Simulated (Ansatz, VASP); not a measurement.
# W in VASP and in Ansatz

The input INCAR:

```
ALGO = Normal
EDIFF = 1E-6
ENCUT = 520
GGA = PE
ISIF = 2
ISMEAR = -1
LASPH = T
LCHARG = F
LREAL = F
LWAVE = F
NBANDS = 21
NELM = 80
PREC = Accurate
SIGMA = 0.1
```

KPOINTS

```
k-points
0
Gamma
  11 11 11
```

File POSCAR:

```
W
1.0
    0.0000000000      2.8361262298      2.8361262298
    2.8361262298      0.0000000000      2.8361262298
    2.8361262298      2.8361262298      0.0000000000
W
2
Direct
    0.1250000000      0.1250000000      0.1250000000
    0.8750000000      0.8750000000      0.8750000000
```

Input for Ansatz:

```yaml
crystal:
  lattice:
    - [0.0, 2.8361262298, 2.8361262298]
    - [2.8361262298, 0.0, 2.8361262298]
    - [2.8361262298, 2.8361262298, 0.0]
  atoms:
    - { symbol: W, position: [0.125, 0.125, 0.125] }
    - { symbol: W, position: [0.875, 0.875, 0.875] }
hamiltonian:
  xc: pbe
  pseudopotentials:
    kind: paw
    azcp:
      W: "pseudopotentials/W.paw.azcp"
basis:
  ecutwfc: 420
  fft_grid_basis: typed
kpoints:
  mp_grid: { grid: [11, 11, 11], shift: [0, 0, 0] }
magnetization:
  spin_polarized: false
scf:
  occupations: { method: fermi_dirac, width: 0.1 }
  lower_state_search: "off"
output:
  stress: true
```

Alike in both runs: task single point; functional PBE; k mesh 11 × 11 × 11; occupations fermi-dirac, width 0.1 eV; no spin polarisation.

|  | VASP | Ansatz |
| --- | --- | --- |
| version | VASP 6.6.1 | Ansatz 0.2.0 |
| potentials or method | VASP PAW PBE potentials, release 64 (W_sv) | plane waves (420 eV) with PAW, scalar-relativistic |
| plane-wave cutoff (eV) | 520 | 420 |
| valence electrons in the cell | 28 | 28 |

|  | VASP | Ansatz | Ansatz less VASP |
| --- | --- | --- | --- |
| pressure (GPa) | 12.6 | 11.7 | -0.86 |

The runs have no spin-orbit coupling, so splittings on W are missing.
